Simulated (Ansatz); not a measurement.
SnO:

```
CELL_PARAMETERS angstrom
3.81370 0.00000 0.00000
0.00000 3.81370 0.00000
0.00000 0.00000 4.88691
ATOMIC_POSITIONS crystal
Sn 0.50000 0.00000 0.76463
Sn 0.00000 0.50000 0.23537
O 0.00000 0.00000 0.00000
O 0.50000 0.50000 0.00000
```

The cell is a database's computed one.

Base run:

| Item | Value |
| --- | --- |
| Program | Ansatz 0.2.0 |
| Functional | BPBE |
| Potentials or basis | Ansatz PAW |
| Cutoff | 420 eV (not typed: the program's choice for these potentials) |
| k mesh | 7 × 7 × 6 |
| Occupations | fermi-dirac, width 0.05 eV |
| Spin | no spin polarisation |

Its results: band gap on the k mesh 0.39 eV, indirect (least direct gap 2.09 eV); pressure 3.3 GPa; largest force 0.336 eV/Å.

Question: The run is repeated on the same cell with these changes: functional from BPBE to PBEsol; spin from no spin polarisation to spin-orbit coupling, no magnetisation; potential files from those of the base run to others of the same set. What comes out?

Answer: Band gap on the k mesh 0.34 eV, indirect (least direct gap 1.97 eV); pressure -0.6 GPa; largest force 0.076 eV/Å.

Several settings changed at once, so the effect can't be laid on one alone.

Caveats: the k mesh misses the band edges, so the gap on the mesh is wider than the one along the path; the PAW data sets come from PBE, with cores solved anew for the run's functional, which leaves a small shift of forces and pressure; spin-orbit coupling is left out, which moves the levels of the heavy elements (some runs).
